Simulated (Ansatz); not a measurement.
**TaC: a single-point run**

Wanted: a converged single-point run for TaC, and a check of what comes out. The structure is shown as the input types it.

The COD entry's cell or inner coordinates are ideal or old and differ from later refinements, so a difference from it is no clean test against experiment.

Program: Ansatz 0.2.0. Level of theory: Kohn-Sham DFT, with the functional, basis and potentials that each input names (as first typed). These are calculated values, not measurements.

## Step 1: The system as given

It takes space group Fm-3m (No. 225, cubic). Conventional cell: a = 4.462 Å, b = 4.462 Å, c = 4.462 Å, α = 90.00°, β = 90.00°, γ = 90.00°. Around Ta (site symmetry m-3m) lie 6 C at 2.23 Å. C (site symmetry m-3m) has 6 Ta at 2.23 Å as nearest neighbours.

As a file:

```cif
data_structure
_symmetry_space_group_name_H-M 'Fm-3m'
_symmetry_Int_Tables_number 225
_cell_length_a 4.4623
_cell_length_b 4.4623
_cell_length_c 4.4623
_cell_angle_alpha 90.000
_cell_angle_beta 90.000
_cell_angle_gamma 90.000
_cell_volume 88.86
loop_
_atom_site_label
_atom_site_type_symbol
_atom_site_symmetry_multiplicity
_atom_site_Wyckoff_symbol
_atom_site_fract_x
_atom_site_fract_y
_atom_site_fract_z
_atom_site_occupancy
Ta1 Ta 4 a 0.00000 0.00000 0.00000 1
C1 C 4 b 0.50000 0.00000 0.00000 1
```

## Step 2: The calculation

input.yaml

```yaml
crystal:
  lattice:
    - [0.0, 2.23117479779, 2.23117479779]
    - [2.23117479779, 0.0, 2.23117479779]
    - [2.23117479779, 2.23117479779, 0.0]
  atoms:
    - { symbol: Ta, position: [0.0, 0.0, 0.0] }
    - { symbol: C, position: [0.5, 0.5, 0.5] }
kpoints:
  mp_grid: { grid: [16, 16, 16] }
scf:
  occupations: { method: fermi_dirac, width: 0.1 }
  max_iter: 75
hamiltonian:
  xc: r2scan
  pseudopotentials: { kind: paw }
  hubbard: { sites: [{ species: Ta, l: d, u_eff: 20.0 }] }
output:
  forces: true
  stress: true
  eigenvalues: true
  eigenstates:
    nscf_kmesh: { grid: [20, 20, 20] }
    de_dk: true
    e_range: [-14, 14]
  optics:
    e_range: [0, 20]
    de: 0.2
    sigma: 0.15
    bands: { spectra_wanted_up_to: 20 }
    nscf_kmesh: { grid: [20, 20, 20] }
    drude_damping: 0.1
checkpoint:
  write: ck
  write_wavefunctions: false
```

On the command line:

```sh
$ ansatz run input.yaml --threads 1 --pin off --max-ram 3072MiB --backend cpu --events-out ev --progress --plain --runs-dir out
```

Q: Will this input give a usable result? If not, why, and what should change?

The run converged and reported no error, with warnings (filled band counts differ across k points, optics on partly filled bands). It gives a pressure of 103 GPa, which is large; a structure far from rest gives such values too, whatever the setting.

In the input, hamiltonian.hubbard.sites is [{species: Ta, l: d, u_eff: 20.0}]. The Hubbard parameter is far from any physical value.

The test: delete hamiltonian.hubbard.sites.
